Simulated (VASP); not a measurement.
All values below come from PBEsol GGA, VASP's PBE PAW potentials (set 64) (plane waves; VASP).

Input for VASP

**INCAR**
```
SYSTEM = Li2O
PREC = Accurate; ENCUT = 520; LREAL = F
LASPH = T
EDIFF = 1E-7; NELM = 100; ALGO = Normal
ISMEAR = -5
GGA = PS
ISIF = 2
LWAVE = F; LCHARG = T; LORBIT = 11
NEDOS = 601
```

### KPOINTS
```
Automatic mesh
0
Gamma
11 11 11
0 0 0
```

POSCAR:
```
Li2O
1
    0.0000000000     2.2922548072     2.2922548072
    2.2922548072     0.0000000000     2.2922548072
    2.2922548072     2.2922548072     0.0000000000
Li O
2 1
Direct
  0.2500000000   0.2500000000   0.2500000000
  0.7500000000   0.7500000000   0.7500000000
  0.0000000000   0.0000000000   0.0000000000
```

POTCAR, in this order: Li_sv O (PBE.64 set). Program: vasp_std.

The resulting files:

### OUTCAR
```
 ion  position               nearest neighbor table
   1  0.250  0.250  0.250-   3 1.99   3 1.99   3 1.99   3 1.99   2 2.29   2 2.29   2 2.29   2 2.29
                             2 2.29   2 2.29
   2  0.750  0.750  0.750-   3 1.99   3 1.99   3 1.99   3 1.99   1 2.29   1 2.29   1 2.29   1 2.29
                             1 2.29   1 2.29
   3  0.000  0.000  0.000-   2 1.99   2 1.99   2 1.99   1 1.99   2 1.99   1 1.99   1 1.99   1 1.99
  LATTYP: Found a face centered cubic cell.
 ALAT       =     4.5845096144
 Subroutine PRICEL returns:
 Original cell was already a primitive cell.
 Subroutine GETGRP returns: Found 48 space group operations
The static configuration has the point symmetry O_h .
The dynamic configuration has the point symmetry O_h .
 Subroutine INISYM returns: Found 48 space group operations
 Subroutine IBZKPT returns following result:
 Found     56 irreducible k-points:

 Following reciprocal coordinates:
            Coordinates               Weight
  0.000000  0.000000  0.000000      1.000000
  0.090909  0.000000  0.000000      8.000000
  0.181818  0.000000  0.000000      8.000000
  0.272727  0.000000  0.000000      8.000000
  0.363636  0.000000  0.000000      8.000000
  0.454545  0.000000  0.000000      8.000000
...
```

OSZICAR:
```
       N       E                     dE             d eps       ncg     rms          rms(c)
DAV:   1     0.386908312695E+02    0.38691E+02   -0.61744E+03  1128   0.129E+03
DAV:   2    -0.114625204582E+02   -0.50153E+02   -0.48300E+02  1288   0.232E+02
DAV:   3    -0.163005905855E+02   -0.48381E+01   -0.48224E+01  2016   0.602E+01
DAV:   4    -0.163645727712E+02   -0.63982E-01   -0.63908E-01  1492   0.758E+00
DAV:   5    -0.163652922220E+02   -0.71945E-03   -0.71941E-03  1650   0.567E-01    0.702E+00
DAV:   6    -0.147984017573E+02    0.15669E+01   -0.85071E+00  1128   0.186E+01    0.280E+00
DAV:   7    -0.147577721218E+02    0.40630E-01   -0.21468E-01  1262   0.404E+00    0.144E+00
DAV:   8    -0.147467233865E+02    0.11049E-01   -0.58096E-02  1154   0.297E+00    0.324E-01
DAV:   9    -0.147459035557E+02    0.81983E-03   -0.74019E-03  1604   0.792E-01    0.107E-01
DAV:  10    -0.147461889802E+02   -0.28542E-03   -0.59772E-04  1218   0.243E-01    0.633E-02
DAV:  11    -0.147461515454E+02    0.37435E-04   -0.76871E-05  1318   0.114E-01    0.109E-02
DAV:  12    -0.147461513261E+02    0.21936E-06   -0.44493E-06  1548   0.243E-02    0.177E-03
DAV:  13    -0.147461515167E+02   -0.19067E-06   -0.69889E-07  1318   0.904E-03    0.962E-04
DAV:  14    -0.147461515244E+02   -0.76682E-08   -0.21719E-08   782   0.199E-03
   1 F= -.14746152E+02 E0= -.14746152E+02  d E =0.000000E+00
```

### OUTCAR
```
------------------------ aborting loop because EDIFF is reached ----------------------------------------
  FORCE on cell =-STRESS in cart. coord.  units (eV):
  Direction    XX          YY          ZZ          XY          YZ          ZX
  --------------------------------------------------------------------------------------
  Total        0.0068073      0.0068073      0.0068073     -0.0000000      0.0000000     -0.0000000
  in kB        0.4527577      0.4527577      0.4527577     -0.0000000      0.0000000     -0.0000000
  external PRESSURE =       0.4527577 kB  Pullay stress =       0.0000000 kB
  volume of cell :       24.09
      direct lattice vectors                 reciprocal lattice vectors
     0.000000000  2.292254807  2.292254807    -0.218125838  0.218125838  0.218125838
     2.292254807  0.000000000  2.292254807     0.218125838 -0.218125838  0.218125838
     2.292254807  2.292254807  0.000000000     0.218125838  0.218125838 -0.218125838
 POSITION                                       TOTAL-FORCE (eV/Angst)
 -----------------------------------------------------------------------------------
      1.14613      1.14613      1.14613         0.000000      0.000000      0.000000
      3.43838      3.43838      3.43838        -0.000000     -0.000000     -0.000000
      0.00000      0.00000      0.00000        -0.000000     -0.000000     -0.000000
 -----------------------------------------------------------------------------------
    total drift:                               -0.000000      0.000000      0.000000
  FREE ENERGIE OF THE ION-ELECTRON SYSTEM (eV)
  ---------------------------------------------------
  free  energy   TOTEN  =       -14.7461515244 eV

  energy  without entropy=      -14.7461515244  energy(sigma->0) =      -14.74615152

 total charge

# of ion       s       p       d       tot
------------------------------------------
    1        2.037   0.098   0.000   2.135
    2        2.037   0.098   0.000   2.135
    3        1.530   3.491   0.000   5.021
--------------------------------------------------
tot          5.605   3.687   0.000   9.292
```
(Selected blocks of OUTCAR.)

### OUTCAR
```
 val. band max:        1.3504323336   @ k =   0.0000   0.0000   0.0000

 cond. band min:       6.2802528887   @ k =   0.4545   0.4545   0.0000


 Fermi energy:         1.4183351640

 k-point     1 :       0.0000    0.0000    0.0000
  band No.  band energies     occupation
      1     -40.8887      2.00000
      2     -40.5109      2.00000
      3     -14.0397      2.00000
      4       1.3504      2.00000
      5       1.3504      2.00000
      6       1.3504      2.00000
      7       6.6840      0.00000
      8      13.2760      0.00000
      9      13.2760      0.00000
     10      13.2761      0.00000

 k-point     2 :       0.0909    0.0000    0.0000
  band No.  band energies     occupation
      1     -40.8795      2.00000
      2     -40.5174      2.00000
      3     -14.0232      2.00000
      4       1.0559      2.00000
      5       1.3093      2.00000
      6       1.3093      2.00000
      7       6.9145      0.00000
      8      13.3043      0.00000
      9      13.4017      0.00000
     10      13.4017      0.00000

 k-point     3 :       0.1818    0.0000    0.0000
  band No.  band energies     occupation
      1     -40.8537      2.00000
      2     -40.5367      2.00000
      3     -13.9783      2.00000
      4       0.3512      2.00000
      5       1.2032      2.00000
      6       1.2032      2.00000
      7       7.5032      0.00000
      8      13.2914      0.00000
      9      13.6588      0.00000
     10      13.6588      0.00000

 k-point     4 :       0.2727    0.0000    0.0000
  band No.  band energies     occupation
      1     -40.8140      2.00000
      2     -40.5676      2.00000
      3     -13.9160      2.00000
      4      -0.4481      2.00000
      5       1.0723      2.00000
      6       1.0723      2.00000
      7       8.3184      0.00000
      8      13.0396      0.00000
      9      13.7516      0.00000
     10      13.7517      0.00000

 k-point     5 :       0.3636    0.0000    0.0000
...
```

The compound is Li2O in the antifluorite structure. It was relaxed first.
